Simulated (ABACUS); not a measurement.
**BN: equation of state with OLYP**

The system is BN.

```
N B
1.0
     1.25112    0.72234    3.37293
    -1.25112    0.72234    3.37293
     0.00000   -1.44467    3.37293
N B
1 1
Direct
  0.66724 0.66724 0.66724
  0.00033 0.00033 0.00033
```

The cell is a database's computed one.

```yaml
Program: ABACUS 3.10.1
Task: equation of state
Functional: OLYP
Potentials_or_basis: SG15 ONCV 1.2 PBE
Cutoff: 1143 eV
Density_cutoff: 4572 eV
Basis: plane waves
k_mesh: 10 × 10 × 10
Occupations: fermi-dirac, width 0.05 eV
Spin: no spin polarisation
```

```yaml
Equilibrium_volume: 9.11 Å³/atom
Bulk_modulus_at_fixed_shape_and_positions: 235 GPa
Pressure_derivative_of_the_bulk_modulus: "3.5 (rough: it moves with the points fitted)"
```

Energy against volume, from the lowest point:
```
volume (Å³/atom)  energy (meV/atom)
           8.596              21.51
           8.962               0.00
           9.328               1.74
           9.693              22.86
```

All runs of the series together: 40 s on 4 threads of Intel(R) Xeon(R) 6975P-C (Granite Rapids), with other jobs on the host.

Caveat: the cell was scaled at fixed shape and fractional positions, which overstates the stiffness of a crystal with free parameters, most of all of layers and chains; the potentials were made for another functional, which shifts forces and pressure.
